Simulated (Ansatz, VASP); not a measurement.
SnTe in VASP and in Ansatz

```
CELL_PARAMETERS angstrom
0.00000 3.11832 3.11832
3.11832 0.00000 3.11832
3.11832 3.11832 0.00000
ATOMIC_POSITIONS crystal
Sn 0.00000 0.00000 0.00000
Te 0.50000 0.50000 0.50000
```

Alike in both runs: functional LDA; k mesh 10 × 10 × 10; occupations gaussian, width 0.01 eV; no spin polarisation.

Ansatz relaxed the structure, and its values are those at the end. VASP's run is a single point on that final structure, the one shown.

|  | VASP | Ansatz |
| --- | --- | --- |
| version | VASP 6.6.1 | Ansatz 0.2.0 |
| potentials or method | VASP PAW LDA potentials, release 64 (Sn_d, Te) | scalar-relativistic, plane waves, PAW |
| plane-wave cutoff (eV) | 520 | 420 |
| valence electrons in the cell | 20 | 30 |

|  | VASP | Ansatz | Ansatz less VASP |
| --- | --- | --- | --- |
| gap on the k mesh at the Fermi level (eV) | 0.21 | 0.20 | -0.013 |
| least direct gap on the mesh (eV) | 0.21 | 0.20 | -0.013 |
| pressure (GPa) | 0.0 | 0.0 | -0.04 |

The two sets of potentials don't hold the same shells in valence.

Caveats: spin-orbit coupling is left out, which moves the levels of the heavy elements.
